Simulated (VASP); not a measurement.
# GaN (P6_3mc) in VASP: electric field gradients with HSE06

Aim: the electric field gradients of GaN with HSE06.

Everything below comes from runs of VASP 6.6.1. Logs are shortened: lines on timing, memory, paths and dates and some standing lists are left out, and cuts for length are marked.

**The experiment to reproduce.**

“Studying electronic properties in GaN without electrical contacts using γ-γ vs e−-γ Perturbed Angular Correlations”, 2019, pmc:6823545 quotes, for a bulk crystal of GaN: band gap 3.503 ± 0.005 eV (direct).

The results are compared with them further down.

### Step 1. Starting point

The structure is hexagonal, space group P6_3mc (No. 186). Conventional cell: a = 3.180 Å, b = 3.180 Å, c = 5.166 Å, α = 90.00°, β = 90.00°, γ = 120.00°. Ga (site symmetry 3m) has 4 N at 1.94 to 1.95 Å as nearest neighbours. N (site symmetry 3m) has 4 Ga at 1.94 to 1.95 Å as nearest neighbours.

### Step 2. Electric field gradients, HSE06

POSCAR

```
GaN
1.0
    3.1800000000      0.0000000000      0.0000000000
   -1.5900000000      2.7539607840      0.0000000000
    0.0000000000      0.0000000000      5.1660000000
Ga N
2 2
Direct
    0.3333333333      0.6666666667      0.0000000000
    0.6666666667      0.3333333333      0.5000000000
    0.3333333333      0.6666666667      0.3750000000
    0.6666666667      0.3333333333      0.8750000000
```

INCAR.step1

```
PREC = Accurate
ENCUT = 520
ISMEAR = -1
SIGMA = 0.02
LREAL = False
LASPH = True
NELM = 100
ALGO = Normal
ISIF = 2
LWAVE = True
LCHARG = False
GGA = PE
EDIFF = 1E-5
```

INCAR.step2

```
PREC = Accurate
ENCUT = 520
EDIFF = 1E-7
ISMEAR = -1
SIGMA = 0.02
LREAL = False
LASPH = True
NELM = 100
ALGO = Normal
ISIF = 2
LWAVE = False
LCHARG = False
GGA = PE
LHFCALC = True
HFSCREEN = 0.2
PRECFOCK = Fast
LEFG = True
ISTART = 1
```

KPOINTS

```
regular mesh
0
Gamma
  6 6 3
```

Potentials or basis: VASP PAW PBE potentials, release 64 (Ga_d, N).

Command:

```sh
cat potpaw_PBE.64/Ga_d/POTCAR potpaw_PBE.64/N/POTCAR > POTCAR
cp INCAR.step1 INCAR
mpirun -np 1 vasp_std > vasp.out
cp INCAR.step2 INCAR
mpirun -np 1 vasp_std > vasp.out
```

OUTCAR:

```text
PREC = Accurate
   ENCUT = 520
   EDIFF = 1E-7
   ISMEAR = -1
   LREAL = False
   LASPH = True
   NELM = 100
   ISIF = 2
   GGA = PE
   LHFCALC = True
   HFSCREEN = 0.2
   PRECFOCK = Fast
   ISTART = 1

 ion  position               nearest neighbor table
   1  0.333  0.667  0.000-   3 1.94   4 1.95   4 1.95   4 1.95
   2  0.667  0.333  0.500-   4 1.94   3 1.95   3 1.95   3 1.95
   3  0.333  0.667  0.375-   1 1.94   2 1.95   2 1.95   2 1.95
   4  0.667  0.333  0.875-   2 1.94   1 1.95   1 1.95   1 1.95

  LATTYP: Found a hexagonal cell.
 ALAT       =     3.1800000000
 C/A-ratio  =     1.6245283019

  Lattice vectors:

 A1 = (   3.1800000000,   0.0000000000,   0.0000000000)
 A2 = (  -1.5900000000,   2.7539607840,   0.0000000000)
 A3 = (   0.0000000000,   0.0000000000,   5.1660000000)

Analysis of symmetry for initial positions (statically):
=====================================================================
 Subroutine PRICEL returns:
 Original cell was already a primitive cell.

 Routine SETGRP: Setting up the symmetry group for a
 hexagonal supercell.

 Subroutine GETGRP returns: Found 12 space group operations
 (whereof  6 operations were pure point group operations)
 out of a pool of 24 trial point group operations.

The static configuration has the point symmetry C_3v.
 The point group associated with its full space group is C_6v.

Analysis of symmetry for dynamics (positions and initial velocities):
=====================================================================
 Subroutine PRICEL returns:
 Original cell was already a primitive cell.

 Routine SETGRP: Setting up the symmetry group for a
 hexagonal supercell.

 Subroutine GETGRP returns: Found 12 space group operations
 (whereof  6 operations were pure point group operations)
 out of a pool of 24 trial point group operations.

The dynamic configuration has the point symmetry C_3v.
 The point group associated with its full space group is C_6v.

 Subroutine INISYM returns: Found 12 space group operations
 (whereof  6 operations are pure point group operations),
 and found     1 'primitive' translations

----------------------------------------------------------------------------------------

                                     Primitive cell

  volume of cell :      45.2417

  direct lattice vectors                    reciprocal lattice vectors
     3.180000000  0.000000000  0.000000000     0.314465409  0.181556688  0.000000000
    -1.590000000  2.753960784  0.000000000     0.000000000  0.363113377  0.000000000
     0.000000000  0.000000000  5.166000000     0.000000000  0.000000000  0.193573364

  length of vectors
     3.180000000  3.180000000  5.166000000     0.363113377  0.363113377  0.193573364

  position of ions in fractional coordinates (direct lattice)
     0.333333333  0.666666667  0.000000000
     0.666666667  0.333333333  0.500000000
     0.333333333  0.666666667  0.375000000
     0.666666667  0.333333333  0.875000000

  ion indices of the primitive-cell ions
   primitive index   ion index
                 1           1
                 2           2
                 3           3
                 4           4

----------------------------------------------------------------------------------------

 KPOINTS: regular mesh

Automatic generation of k-mesh.
 Grid dimensions read from file:
 generate k-points for:    6    6    3

 Generating k-lattice:

  Cartesian coordinates                     Fractional coordinates (reciprocal lattice)
     0.052410901  0.030259448  0.000000000     0.166666667  0.000000000  0.000000000
     0.000000000  0.060518896  0.000000000     0.000000000  0.166666667  0.000000000
[... 41 lines left out ...]
   ISPIN  =      1    spin polarized calculation?
   LNONCOLLINEAR =      F non collinear calculations
   LSORBIT =      F    spin-orbit coupling
   LASPH  =      T    aspherical Exc in radial PAW
   ENCUT  =  520.0 eV  38.22 Ry    6.18 a.u.   5.91  5.91  9.61*2*pi/ulx,y,z
   NELM   =    100;   NELMIN=  2; NELMDL=  0     # of ELM steps
   EDIFF  = 0.1E-06   stopping-criterion for ELM
   LREAL  =      F    real-space projection
   EDIFFG = 0.1E-05   stopping-criterion for IOM
   NSW    =      0    number of steps for IOM
   IBRION =     -1    ionic relax: 0-MD 1-quasi-New 2-CG
   NFREE  =      0    steps in history (QN), initial steepest desc. (CG)
   ISIF   =      2    stress and relaxation
   ISYM   =      3    0-nonsym 1-usesym 2-fastsym
   POTIM  = 0.5000    time-step for ionic-motion
   TEBEG  =    0.0;   TEEND  =   0.0 temperature during run
   PSTRESS=    0.0 pullay stress
   NELECT =      36.0000    total number of electrons
   NUPDOWN=      -1.0000    fix difference up-down
   EMIN   =  10.00;   EMAX   =-10.00  energy-range for DOS
   EFERMI =   0.00;   METHOD = LEGACY
   ISMEAR =    -1;   SIGMA  =   0.02  broadening in eV -4-tet -1-fermi 0-gaus
   EFERMI_NEDOS =   21; number of points for ismear=-14 and -15
   IALGO  =     38    algorithm
   IMIX   =      1    mixing-type and parameters
     AMIX     =   0.40;   BMIX     =  1.00
     AMIX_MAG =   1.60;   BMIX_MAG =  1.00
  volume/ion in A,a.u.               =      11.31        76.33
  Fermi-wavevector in a.u.,A,eV,Ry     =   1.517036  2.866782 31.312427  2.301398
  Thomas-Fermi vector in A             =   2.626345
   LORBIT       =      0    0 simple, 1 ext, 2 COOP (PROOUT), +10 PAW based schemes
   GGA     = PE    functional components
   LHFCALC =     T    Hartree Fock is set to
   PRECFOCK=fast      Normal, Fast or Accurate (Low or Medium for compatibility)
   ENCUT4O =  -1.0   cutoff for four orbital integrals eV
   NKREDX  =     1    reduce k-point grid by
   NKREDY  =     1    reduce k-point grid by
   NKREDZ  =     1    reduce k-point grid by
   AEXX    =    0.2500 exact exchange contribution
   HFSCREEN=    0.2000 screening length (either q_TF or 0.3 A-1)
   HFSCREENC=   0.2000 screening length for correlation (either q_TF or 0.3 A-1)
   ENCUTFOCK=  -1.0 apply spherical cutoff to Coloumb kernel
   IVDW    =     0    specifies the selected vdW correction
   LEPSILON=     F    determine dielectric tensor
   LRPA    =     F    only Hartree local field effects (RPA)
 non-spin polarized calculation
  energy-cutoff  :      520.00
  volume of cell :       45.24
 maximum number of plane-waves:      1236
 NGX is ok and might be reduce to    24
  NGX = 14; NGY = 14; NGZ = 24

 number of electron      36.0000002 magnetization

 Free energy of the ion-electron system (eV)
  ---------------------------------------------------
  ext. energy  EPLUGINS =         0.00000000
  ---------------------------------------------------
  free energy    TOTEN  =       -29.57841404 eV

  energy without entropy =      -29.57841404  energy(sigma->0) =      -29.57841404

 E-fermi :   5.0877     XC(G=0):  -9.5903

 val. band max:        4.5960153777   @ k =   0.0000   0.0000   0.0000
 cond. band min:       7.8667547414   @ k =   0.0000   0.0000   0.0000
 fundamental gap:      3.2707393637
 Fermi energy:         5.0876604443

 k-point     1 :       0.0000    0.0000    0.0000
  band No.  band energies     occupation
      1     -12.9902      2.00000
      2     -12.3221      2.00000
      3     -10.9906      2.00000
      4     -10.9693      2.00000
      5     -10.9693      2.00000
      6     -10.9063      2.00000
[... 339 lines left out ...]
     21      13.0404      0.00000
     22      14.1175      0.00000

------------------------ aborting loop because EDIFF is reached ----------------------------------------

  FORCE on cell =-STRESS in cart. coord.  units (eV):
  Direction    XX          YY          ZZ          XY          YZ          ZX
  --------------------------------------------------------------------------------------
  -------------------------------------------------------------------------------------
  Total        0.0995559      0.0995559      0.5746062      0.0000000      0.0000000      0.0000000
  in kB        3.5256417      3.5256417     20.3489330      0.0000000      0.0000000      0.0000000
  external PRESSURE =       9.1334055 kB  Pullay stress =       0.0000000 kB

 VOLUME and BASIS-vectors are now :
 -----------------------------------------------------------------------------
  energy-cutoff  :      520.00
  volume of cell :       45.24
      direct lattice vectors                 reciprocal lattice vectors
     3.180000000  0.000000000  0.000000000     0.314465409  0.181556688  0.000000000
    -1.590000000  2.753960784  0.000000000     0.000000000  0.363113377  0.000000000
     0.000000000  0.000000000  5.166000000     0.000000000  0.000000000  0.193573364

 POSITION                                       TOTAL-FORCE (eV/Angst)
 -----------------------------------------------------------------------------------
     -0.00000      1.83597      0.00000         0.000000      0.000000     -0.152999
      1.59000      0.91799      2.58300         0.000000     -0.000000     -0.152999
     -0.00000      1.83597      1.93725        -0.000000     -0.000000      0.152999
      1.59000      0.91799      4.52025        -0.000000      0.000000      0.152999
 -----------------------------------------------------------------------------------
    total drift:                               -0.000001     -0.000001     -0.000048

  FREE ENERGIE OF THE ION-ELECTRON SYSTEM (eV)
  ---------------------------------------------------
  free  energy   TOTEN  =       -29.5784140437 eV

  energy  without entropy=      -29.5784140437  energy(sigma->0) =      -29.57841404

 Electric field gradients (V/A^2)
---------------------------------------------------------------------
 ion       V_xx      V_yy      V_zz      V_xy      V_xz      V_yz
---------------------------------------------------------------------
   1       1.113     1.118    -2.231     0.004    -0.000     0.000
   2       1.113     1.118    -2.231     0.004     0.000    -0.000
   3      -0.451    -0.452     0.902    -0.001    -0.000     0.000
   4      -0.451    -0.452     0.902    -0.001     0.000    -0.000
---------------------------------------------------------------------

 Electric field gradients after diagonalization (V/A^2)
 (convention: |V_zz| > |V_xx| > |V_yy|)
----------------------------------------------------------------------
 ion       V_xx      V_yy      V_zz     asymmetry (V_yy - V_xx)/ V_zz
----------------------------------------------------------------------
   1       1.120     1.111    -2.231       0.004
   2       1.120     1.111    -2.231       0.004
   3      -0.452    -0.450     0.902       0.003
   4      -0.452    -0.450     0.902       0.003
----------------------------------------------------------------------

           NMR quadrupolar parameters

 Cq : quadrupolar parameter    Cq=e*Q*V_zz/h
 eta: asymmetry parameters     (V_yy - V_xx)/ V_zz
 Q  : nuclear electric quadrupole moment in mb (millibarn)
----------------------------------------------------------------------
 ion       Cq(MHz)       eta       Q (mb)
----------------------------------------------------------------------
   1      -0.005       0.004       1.000
   2      -0.005       0.004       1.000
   3       0.002       0.003       1.000
   4       0.002       0.003       1.000
----------------------------------------------------------------------
```

It took 36 min on 1 thread of Intel Xeon Platinum 8488C (Sapphire Rapids), shared host; peak memory 0.26 GiB.

What came out:

* Free energy: -29.5784 eV
* Pressure: 0.9 GPa
* Largest force: 0.153 eV/Å
* Band gap on the k mesh: 3.27 eV, direct

Forces on the atoms (eV/Å):
```
Ga   0.000  0.000 -0.153
Ga   0.000  0.000 -0.153
N    0.000  0.000  0.153
N    0.000  0.000  0.153
```

Electric field gradients, principal values (V/Å²):
```tsv
atom	Vxx	Vyy	Vzz
1 Ga	1.111	1.120	-2.231
2 Ga	1.111	1.120	-2.231
3 N	-0.450	-0.452	0.902
4 N	-0.450	-0.452	0.902
```

Caveat: the PAW data sets were made with another functional, which shifts forces and pressure a little.

### Step 3. Comparison with measurements

Step 2. A measured gap of GaN is 3.503 eV (direct; quoted in “Studying electronic properties in GaN without electrical contacts using γ-γ vs e−-γ Perturbed Angular Correlations”, 2019, pmc:6823545); the calculated 3.27 eV misses it by -0.23 eV. Spin-orbit coupling on Ga is left out. The value is that of HSE06, without temperature or zero-point motion.
